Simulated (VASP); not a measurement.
# Lu (P6_3/mmc) in VASP: further runs, part 2 of 2

VASP 6.6.1. The steps go on from the part before.

**4. Single point, PBEsol**

File INCAR:

```
SYSTEM = Lu
PREC = Accurate
ENCUT = 520
EDIFF = 1E-6
ISMEAR = 0
SIGMA = 0.5
LREAL = .False.
LASPH = .True.
NELM = 60
ALGO = Normal
ISIF = 2
LWAVE = .False.
LCHARG = .False.
GGA = PS
```

File KPOINTS:

```
regular mesh
0
Gamma
  15 15 8
  0 0 0
```

File POSCAR:

```
Lu
1.0
    3.4495800000      0.0000000000      0.0000000000
   -1.7247900000      2.9874300000      0.0000000000
    0.0000000000      0.0000000000      5.3562400000
Lu
2
Direct
    0.3333300000      0.6666700000      0.2500000000
    0.6666700000      0.3333300000      0.7500000000
```

Potentials or basis: VASP PAW PBE potentials, release 64 (Lu).

The run is started by

```
> cat potpaw_PBE.64/Lu/POTCAR > POTCAR
> mpirun -np 1 vasp_std > vasp.out
```

OUTCAR:

```text
SYSTEM = Lu
   PREC = Accurate
   ENCUT = 520
   EDIFF = 1E-6
   ISMEAR = 0
   LREAL = .False.
   LASPH = .True.
   NELM = 60
   ISIF = 2
   GGA = PS

 ion  position               nearest neighbor table
   1  0.333  0.667  0.250-   2 3.34   2 3.34   2 3.34   2 3.34   2 3.34   2 3.34
   2  0.667  0.333  0.750-   1 3.34   1 3.34   1 3.34   1 3.34   1 3.34   1 3.34

  LATTYP: Found a hexagonal cell.
 ALAT       =     3.4495800000
 C/A-ratio  =     1.5527223604

  Lattice vectors:

 A1 = (   3.4495800000,   0.0000000000,   0.0000000000)
 A2 = (  -1.7247900000,   2.9874300000,   0.0000000000)
 A3 = (   0.0000000000,   0.0000000000,   5.3562400000)

Analysis of symmetry for initial positions (statically):
=====================================================================
 Subroutine PRICEL returns:
 Original cell was already a primitive cell.

 Routine SETGRP: Setting up the symmetry group for a
 hexagonal supercell.

 Subroutine GETGRP returns: Found  8 space group operations
 (whereof  4 operations were pure point group operations)
 out of a pool of 24 trial point group operations.

The static configuration has the point symmetry C_2h.
 The point group associated with its full space group is D_2h.
[... 161 lines left out ...]

  energy without entropy =       -9.74371105  energy(sigma->0) =       -9.91683891

 E-fermi :   2.2805     XC(G=0): -11.0369

 val. band max:        2.2695522932   @ k =  -0.2000   0.4000   0.2500
 cond. band min:       2.2861532146   @ k =  -0.4000   0.3333   0.1250
 fundamental gap:      0.0166009215
 Fermi energy:         2.2805347526

 k-point     1 :       0.0000    0.0000    0.0000
  band No.  band energies     occupation
      1     -53.7689      2.00000
      2     -53.7216      2.00000
      3     -24.7913      2.00000
      4     -24.2634      2.00000
      5     -24.2634      2.00000
      6     -24.1591      2.00000
[... 781 lines left out ...]
     29       4.6232      0.00000
     30       6.5972      0.00000

 [... further k-points ...]

------------------------ aborting loop because EDIFF is reached ----------------------------------------

  FORCE on cell =-STRESS in cart. coord.  units (eV):
  Direction    XX          YY          ZZ          XY          YZ          ZX
  --------------------------------------------------------------------------------------
  -------------------------------------------------------------------------------------
  Total        0.0246211      0.0246224      0.3458963      0.0000010      0.0000000     -0.0000000
  in kB        0.7146503      0.7146882     10.0399726      0.0000303      0.0000000     -0.0000000
  external PRESSURE =       3.8231037 kB  Pullay stress =       0.0000000 kB

 VOLUME and BASIS-vectors are now :
 -----------------------------------------------------------------------------
  energy-cutoff  :      520.00
  volume of cell :       55.20
      direct lattice vectors                 reciprocal lattice vectors
     3.449580000  0.000000000  0.000000000     0.289890363  0.167367938  0.000000000
    -1.724790000  2.987430000  0.000000000     0.000000000  0.334735877  0.000000000
     0.000000000  0.000000000  5.356240000     0.000000000  0.000000000  0.186698132

 POSITION                                       TOTAL-FORCE (eV/Angst)
 -----------------------------------------------------------------------------------
     -0.00002      1.99163      1.33906         0.000055     -0.000032      0.000000
      1.72481      0.99580      4.01718        -0.000055      0.000032     -0.000000
 -----------------------------------------------------------------------------------
    total drift:                                0.000000      0.000000      0.000000

  FREE ENERGIE OF THE ION-ELECTRON SYSTEM (eV)
  ---------------------------------------------------
  free  energy   TOTEN  =       -10.0899667755 eV

  energy  without entropy=       -9.7437110460  energy(sigma->0) =       -9.91683891
```

OSZICAR:

```text
N       E                     dE             d eps       ncg     rms          rms(c)
DAV:   1     0.237081627734E+03    0.23708E+03   -0.19579E+04 27238   0.542E+03
DAV:   2     0.190913027826E+02   -0.21799E+03   -0.21124E+03 20504   0.542E+02
DAV:   3    -0.764955725570E+01   -0.26741E+02   -0.26242E+02 27848   0.120E+02
DAV:   4    -0.102168570552E+02   -0.25673E+01   -0.25459E+01 30404   0.256E+01
DAV:   5    -0.103004338696E+02   -0.83577E-01   -0.83541E-01 30098   0.468E+00    0.492E+00
DAV:   6    -0.101251823481E+02    0.17525E+00   -0.60750E-01 30074   0.112E+01    0.216E+00
DAV:   7    -0.100931511317E+02    0.32031E-01   -0.10263E-01 27678   0.204E+00    0.496E-01
DAV:   8    -0.100897146108E+02    0.34365E-02   -0.16811E-02 31198   0.990E-01    0.157E-01
DAV:   9    -0.100900066250E+02   -0.29201E-03   -0.21635E-03 25230   0.364E-01    0.171E-01
DAV:  10    -0.100899676000E+02    0.39025E-04   -0.44326E-04 29340   0.222E-01    0.174E-02
DAV:  11    -0.100899669724E+02    0.62760E-06   -0.27448E-05 28074   0.377E-02    0.350E-03
DAV:  12    -0.100899667755E+02    0.19693E-06   -0.20152E-06 17470   0.130E-02
   1 F= -.10089967E+02 E0= -.99168389E+01  d E =-.346256E+00
```

stdout:

```text
POSCAR found type information on POSCAR Lu
 POSCAR found :  1 types and       2 ions
 scaLAPACK will be used
 -----------------------------------------------------------------------------
|                                                                             |
|                                                                             |
|     You enforced a specific xc type in the INCAR file but a different       |
|     I HOPE YOU KNOW WHAT YOU ARE DOING!                                     |
|                                                                             |
 -----------------------------------------------------------------------------

 LDA part: xc-table for (Slater+PW92), standard interpolation
 POSCAR, INCAR and KPOINTS ok, starting setup
 FFT: planning ... GRIDC
 FFT: planning ... GRID_SOFT
 FFT: planning ... GRID
 WAVECAR not read
 entering main loop
```

Run time: 3.7 min. Hardware: 1 thread of Intel Xeon 6975P-C (Granite Rapids), shared host; peak memory 0.52 GiB.

What came out:

```yaml
Free_energy: -10.0900 eV
Pressure: 0.4 GPa
Band_gap_on_the_k_mesh: none (metal or under the smearing width)
```

Caveat: the PAW data sets were made with another functional, which shifts forces and pressure a little. The run has no spin-orbit coupling, so splittings on Lu are missing.

**5. The runs side by side**

| k mesh | cutoff (eV) | smearing | gap on the mesh (eV) | pressure (GPa) |
| --- | --- | --- | --- | --- |
| 15 × 15 × 8 | 700 | gaussian 0.1 eV | none | -0.1 |
| 21 × 21 × 12 | 520 | gaussian 0.1 eV | none | -0.1 |
| 15 × 15 × 8 | 520 | gaussian 0.5 eV | none | 0.4 |

Alike in all rows: task single point; level PBEsol; potentials or basis VASP PAW PBE potentials, release 64 (Lu); no spin polarisation; cell as given.

Every run on the cell as given and a fine mesh finds a metal.

Caveats: the PAW data sets were made with another functional, which shifts forces and pressure a little.

Total energies depend on the potentials used, so only differences within one code and one set of settings carry meaning.
